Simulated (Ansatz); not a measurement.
# ZnS (F-43m) in Ansatz: equation of state

How stiff is ZnS in PBE, and what volume does it want? The cell is scaled to several volumes.

Program: Ansatz 0.2.0. These are calculated values, not measurements. Logs are shortened: lines on timing, memory, paths and dates and some standing lists are left out, and cuts for length are marked.

**Experimental background.**

From “Electronic, vibrational, and thermodynamic properties of ZnS (zincblende and rocksalt structure)”, 2009, arxiv:0911.5022, for a bulk crystal of ZnS: bulk modulus 76.9 GPa.

The results are compared with them further down.

**1. Starting point**

It takes space group F-43m (No. 216, cubic). Conventional cell: a = 5.404 Å, b = 5.404 Å, c = 5.404 Å, α = 90.00°, β = 90.00°, γ = 90.00°. Zn (site symmetry -43m) has 4 S at 2.34 Å as nearest neighbours. Around S (site symmetry -43m) lie 4 Zn at 2.34 Å.

**2. Single point, PBE, 18.54 Å³/atom (volume scaled by 0.94)**

File input.yaml:

```yaml
crystal:
  lattice:
    - [0.0, 2.6468416657, 2.6468416657]
    - [2.6468416657, 0.0, 2.6468416657]
    - [2.6468416657, 2.6468416657, 0.0]
  atoms:
    - { symbol: Zn, position: [0.75, 0.75, 0.75] }
    - { symbol: S, position: [0.0, 0.0, 0.0] }
hamiltonian:
  xc: pbe
  pseudopotentials: { kind: paw }
kpoints:
  mp_grid: { grid: [9, 9, 9] }
scf:
  occupations: { method: fermi_dirac, width: 0.05 }
output:
  forces: true
  stress: true
  eigenvalues: true
  write_density: true
  write_potential: true
  elf: true
  volumetric_format: npy
```

Potentials or basis: Ansatz PAW.

The run is started by

```console
$ ansatz run input.yaml --threads 1 --pin off --max-ram 2560MiB --backend cpu --events-out ev --progress --plain --runs-dir out
```

The program printed:

```text
Warning: RAYON_NUM_THREADS=1 ignored (pool sized by the plan → 1); use --threads N
Engine: ansatz 0.2.0, aarch64-unknown-linux-gnu
Pseudopotentials: kind: paw
Pseudopotential: Zn, paw, valence charge 12, recommended cutoff 420 eV (normal), Zn.paw.azcp
Pseudopotential: S, paw, valence charge 6, recommended cutoff 420 eV (normal), S.paw.azcp
Functional definition: PBE
  parameter kappa = 0.804
  parameter beta = 0.06672455060314922
  exchange = pbe_x(kappa = kappa, mu = beta*pi^2/3)
  correlation = pbe_c(beta = beta)
Crystal: 2 atoms, lattice volume = 37.086 Å³
Basis set: ecut = 420 eV, 725 PW (Γ), exchange–correlation on 54×54×54 points (8 copies of the dense FFT grid, shifted against one another)
Bands: 13, of which v1, the nominal top of the filled ones, is band 9 counted from 1 (8 counted from 0)
Symmetry: 24 space group operations
Space group: F-43m (ITA 216), of the structure as read, at distance tolerance 3.3e-5 Å
k-points: 35 of 729 (time reversal used)
Non-local potential: Zn, projectors of the file, l = 0: 2, l = 1: 2, l = 2: 3, l = 3: 1
Non-local potential: S, projectors of the file, l = 0: 2, l = 1: 2, l = 2: 2
PAW form: soft (Blöchl's): semilocal exchange-correlation on the pseudo side does not see the compensation charge
PAW one-centre angular grid: Zn, 590 points (default); XC on 64 Gauss nodes
PAW one-centre angular grid: S, 110 points (default); XC on 64 Gauss nodes
Initial density: superposition of atomic densities (neutral atoms: chi_scale 0, normalization atom), corrected by the library's trained network
Initial wavefunctions: pseudopotential atomic-orbital guess
Functional: x = pbe(κ = 0.804, μ = 0.2195149727645171), c = pbe(β = 0.06672455060314922)
SCF iter   1: F=—  HF=-4222.668559 eV  |F-HF|=—  |Δ(HF+E_count)|=         —  Δρ=5.71e-4  dr2=1.24e-4  ethr=1.77e-3  ⟨swp⟩=5.5  Hψ=2722  notcnv=0
preconditioner: auto → none  [insulator: Δε(μ)=2.374 eV  Ē_g=12.509 eV  σ=0.050 eV  W_gap=1.00  n_scr=14 (ndim 8)  ℏωp=25.9 eV  f_vac=0.017  D(μ)=0.00/eV (n_scr^D=0)  ε∞_Penn≈5.3]
SCF iter   2: F=—  HF=-4222.668555 eV  |F-HF|=—  |Δ(HF+E_count)|=   4.09e-6  Δρ=5.72e-4  dr2=5.74e-5  ethr=6.87e-7  ⟨swp⟩=2.5  Hψ=1109  notcnv=0
SCF iter   3: F=—  HF=-4222.668594 eV  |F-HF|=—  |Δ(HF+E_count)|=   3.87e-5  Δρ=1.69e-4  dr2=8.02e-6  ethr=3.19e-7  ⟨swp⟩=2.0  Hψ=735  notcnv=0
SCF iter   4: F=—  HF=-4222.668604 eV  |F-HF|=—  |Δ(HF+E_count)|=   1.01e-5  Δρ=5.81e-5  dr2=1.02e-6  ethr=4.45e-8  ⟨swp⟩=2.0  Hψ=735  notcnv=0
SCF iter   5: F=—  HF=-4222.668606 eV  |F-HF|=—  |Δ(HF+E_count)|=   1.55e-6  Δρ=3.52e-5  dr2=3.22e-7  ethr=5.67e-9  ⟨swp⟩=2.0  Hψ=770  notcnv=0
SCF iter   6: F=-4222.668606 eV  HF=-4222.668606 eV  |F-HF|=1.19e-8  |Δ(HF+E_count)|=   5.31e-7  Δρ=3.42e-6  dr2=1.85e-9  ethr=5.56e-10  ⟨swp⟩=6.0  Hψ=2690  notcnv=0
SCF 1 converged in 6 iterations: F = -4222.668606 eV  dr2 = 1.85e-9
SCF converged after 6 iterations
Free energy (F): -4222.668606 eV
Harris-Foulkes:  -4222.668606 eV  (|F-HF|=1.19e-8)
Internal energy: -4222.668606 eV  (E = F + TS)
E sigma→0 (E₀):  -4222.668606 eV
Fermi energy:    7.849752 eV
--- Per-component energies (eV) ---
  E_band       = 16.062158
  E_kinetic    = 240.079234
  E_local      = -2000.152931  (includes V_loc(G=0)·N_el)
  E_nonlocal   = 642.175190
  E_hartree    = 837.838097
  E_xc         = -235.379653
  E_vxc        = -140.861076  (∫ρ·V_xc dr)
  E_paw        = -2427.729331  (= ΣΔE_a)
  E_vpaw       = -400.854601  (= ΣTr[D̂ρ^β])
  E_aug_tail   = -0.000369  (compensation charges beyond the density's cutoff)
  E_ewald      = -1279.498844
  E_smearing   = -0.000000  (= −TS)
  E_closure    = -0.000000  (closes the sum)
  Σ components = -4222.668606   (vs F -4222.668606, Δ=0.00e0)
--- Forces (eV/Å), atoms counted from 1 ---
  atom   1  Zn     0.00000000    -0.00000000     0.00000000
  atom   2  S     -0.00000000     0.00000000     0.00000000
  max |Σ_I F_I| component: 5.55e-17 eV/Å
--- Stress (GPa, compression-positive) ---
        7.012868      -0.000000      -0.000000
        0.000000       7.012868       0.000000
        0.000000       0.000000       7.012868
  P = ⅓ Tr σ = 7.0129 GPa (70.129 kbar)
--- Band table (eV; the first three rows and the last of 35) ---
  k-point 0: bands = ["-6.9752", "0.0200", "0.0200", "0.0200", "0.5979", "0.5979", "6.6213", "6.6213", "6.6213", "9.0029", "12.9346", "12.9346", "12.9346"]
  k-point 1: bands = ["-6.8719", "0.0157", "0.0392", "0.0392", "0.5961", "0.5961", "5.6588", "6.4887", "6.4887", "9.6984", "12.8784", "13.1570", "13.1570"]
  k-point 2: bands = ["-6.5917", "0.0325", "0.0843", "0.0843", "0.5972", "0.5972", "4.0457", "6.1832", "6.1832", "10.2526", "13.4056", "13.5416", "13.5416"]
  k-point 34: bands = ["-5.5956", "0.1444", "0.3195", "0.4985", "0.5784", "0.9919", "1.7810", "3.4359", "4.0061", "12.1727", "12.7542", "14.1332", "15.7026"]
```

Wall time 2.5 s (1 thread of Arm Neoverse V1, shared host); peak memory 0.3 GiB.

What came out:

| Item | Value |
| --- | --- |
| Free energy | -4222.6686 eV |
| Pressure | 7.0 GPa |
| Band gap on the k mesh | 2.38 eV, direct |

Caveat: odd divisions of the mesh miss points on the zone boundary, where band edges often lie, so the gap on the mesh can be too wide.

**3. Single point, PBE, 18.94 Å³/atom (volume scaled by 0.96)**

File input.yaml:

```yaml
crystal:
  lattice:
    - [0.0, 2.6654820099, 2.6654820099]
    - [2.6654820099, 0.0, 2.6654820099]
    - [2.6654820099, 2.6654820099, 0.0]
  atoms:
    - { symbol: Zn, position: [0.75, 0.75, 0.75] }
    - { symbol: S, position: [0.0, 0.0, 0.0] }
hamiltonian:
  xc: pbe
  pseudopotentials: { kind: paw }
kpoints:
  mp_grid: { grid: [9, 9, 9] }
scf:
  occupations: { method: fermi_dirac, width: 0.05 }
output:
  forces: true
  stress: true
  eigenvalues: true
```

Potentials or basis: Ansatz PAW.

The run is started by

```console
$ ansatz run input.yaml --threads 1 --pin off --max-ram 2560MiB --backend cpu --events-out ev --progress --plain --runs-dir out
```

Run time: 2 s. Hardware: 1 thread of Arm Neoverse V1, shared host; peak memory 0.29 GiB.

Results (log left out):

| Property | Result |
| --- | --- |
| Free energy | -4222.6981 eV |
| Pressure | 5.0 GPa |
| Band gap on the k mesh | 2.29 eV, direct |

Caveat: odd divisions of the mesh miss points on the zone boundary, where band edges often lie, so the gap on the mesh can be too wide.

**4. Single point, PBE, 19.33 Å³/atom (volume scaled by 0.98)**

input.yaml, as its differences from that of step 3:

```diff
@@ -2,5 +2,5 @@
   lattice:
-    - [0.0, 2.6654820099, 2.6654820099]
-    - [2.6654820099, 0.0, 2.6654820099]
-    - [2.6654820099, 2.6654820099, 0.0]
+    - [0.0, 2.6838652254, 2.6838652254]
+    - [2.6838652254, 0.0, 2.6838652254]
+    - [2.6838652254, 2.6838652254, 0.0]
   atoms:
```

The run is started by

```console
$ ansatz run input.yaml --threads 1 --pin off --max-ram 2560MiB --backend cpu --events-out ev --progress --plain --runs-dir out
```

Wall time 2 s (1 thread of Arm Neoverse V1, shared host); peak memory 0.29 GiB.

Results (log left out):

* Free energy: -4222.7183 eV
* Pressure: 3.2 GPa
* Band gap on the k mesh: 2.20 eV, direct

Caveat: odd divisions of the mesh miss points on the zone boundary, where band edges often lie, so the gap on the mesh can be too wide.

**5. Single point, PBE, 19.73 Å³/atom**

input.yaml, as its differences from that of step 4:

```diff
@@ -2,5 +2,5 @@
   lattice:
-    - [0.0, 2.6838652254, 2.6838652254]
-    - [2.6838652254, 0.0, 2.6838652254]
-    - [2.6838652254, 2.6838652254, 0.0]
+    - [0.0, 2.702, 2.702]
+    - [2.702, 0.0, 2.702]
+    - [2.702, 2.702, 0.0]
   atoms:
```

The run is started by

```console
$ ansatz run input.yaml --threads 1 --pin off --max-ram 2560MiB --backend cpu --events-out ev --progress --plain --runs-dir out
```

Run time: 2 s. Hardware: 1 thread of Arm Neoverse V1, shared host; peak memory 0.29 GiB.

Results (log left out):

```
Free energy            : -4222.7301 eV
Pressure               : 1.6 GPa
Band gap on the k mesh : 2.11 eV, direct
```

Caveat: odd divisions of the mesh miss points on the zone boundary, where band edges often lie, so the gap on the mesh can be too wide.

**6. Single point, PBE, 20.12 Å³/atom (volume scaled by 1.02)**

input.yaml, as its differences from that of step 5:

```diff
@@ -2,5 +2,5 @@
   lattice:
-    - [0.0, 2.702, 2.702]
-    - [2.702, 0.0, 2.702]
-    - [2.702, 2.702, 0.0]
+    - [0.0, 2.7198945612, 2.7198945612]
+    - [2.7198945612, 0.0, 2.7198945612]
+    - [2.7198945612, 2.7198945612, 0.0]
   atoms:
```

Potentials or basis: Ansatz PAW.

The run is started by

```console
$ ansatz run input.yaml --threads 1 --pin off --max-ram 2560MiB --backend cpu --events-out ev --progress --plain --runs-dir out
```

Wall time 2 s (1 thread of Arm Neoverse V1, shared host); peak memory 0.29 GiB.

The run converged. Its results:

| Quantity | Value |
| --- | --- |
| Free energy | -4222.7343 eV |
| Pressure | 0.1 GPa |
| Band gap on the k mesh | 2.02 eV, direct |

Caveat: odd divisions of the mesh miss points on the zone boundary, where band edges often lie, so the gap on the mesh can be too wide.

**7. Single point, PBE, 20.52 Å³/atom (volume scaled by 1.04)**

input.yaml, as its differences from that of step 6:

```diff
@@ -2,5 +2,5 @@
   lattice:
-    - [0.0, 2.7198945612, 2.7198945612]
-    - [2.7198945612, 0.0, 2.7198945612]
-    - [2.7198945612, 2.7198945612, 0.0]
+    - [0.0, 2.7375567091, 2.7375567091]
+    - [2.7375567091, 0.0, 2.7375567091]
+    - [2.7375567091, 2.7375567091, 0.0]
   atoms:
```

The run is started by

```console
$ ansatz run input.yaml --threads 1 --pin off --max-ram 2560MiB --backend cpu --events-out ev --progress --plain --runs-dir out
```

Wall time 2.1 s (1 thread of Arm Neoverse V1, shared host); peak memory 0.3 GiB.

It converged, with:

| Property | Result |
| --- | --- |
| Free energy | -4222.7318 eV |
| Pressure | -1.2 GPa |
| Band gap on the k mesh | 1.94 eV, direct |

Caveat: odd divisions of the mesh miss points on the zone boundary, where band edges often lie, so the gap on the mesh can be too wide.

**8. Single point, PBE, 20.91 Å³/atom (volume scaled by 1.06)**

input.yaml, as its differences from that of step 7:

```diff
@@ -2,5 +2,5 @@
   lattice:
-    - [0.0, 2.7375567091, 2.7375567091]
-    - [2.7375567091, 0.0, 2.7375567091]
-    - [2.7375567091, 2.7375567091, 0.0]
+    - [0.0, 2.7549938462, 2.7549938462]
+    - [2.7549938462, 0.0, 2.7549938462]
+    - [2.7549938462, 2.7549938462, 0.0]
   atoms:
@@ -19 +19,5 @@
   eigenvalues: true
+  write_density: true
+  write_potential: true
+  elf: true
+  volumetric_format: npy
```

The run is started by

```console
$ ansatz run input.yaml --threads 1 --pin off --max-ram 2560MiB --backend cpu --events-out ev --progress --plain --runs-dir out
```

It took 2.9 s on 1 thread of Arm Neoverse V1, shared host; peak memory 0.3 GiB.

It converged, with:

```yaml
Free_energy: -4222.7231 eV
Pressure: -2.3 GPa
Band_gap_on_the_k_mesh: 1.86 eV, direct
```

Caveat: odd divisions of the mesh miss points on the zone boundary, where band edges often lie, so the gap on the mesh can be too wide.

**9. Equation of state, PBE**

Potentials or basis: Ansatz PAW.

No new run: the results of the series are fitted here.

Results:

```
Equilibrium volume                      : 20.16 Å³/atom
Bulk modulus                            : 70 GPa
Pressure derivative of the bulk modulus : 4.4
```

Energy against volume, from the lowest point:
```tsv
volume (Å³/atom)	energy (meV/atom)
18.543	32.86
18.938	18.09
19.332	8.00
19.727	2.11
20.121	0.00
20.516	1.27
20.910	5.60
```

**10. Against experiment**

Step 9. Measured bulk modulus of ZnS: 76.9 GPa (quoted in “Electronic, vibrational, and thermodynamic properties of ZnS (zincblende and rocksalt structure)”, 2009, arxiv:0911.5022). This calculation gives 70 GPa (-9.6 %). The fit is for a static lattice scaled at fixed shape and fixed fractional positions.
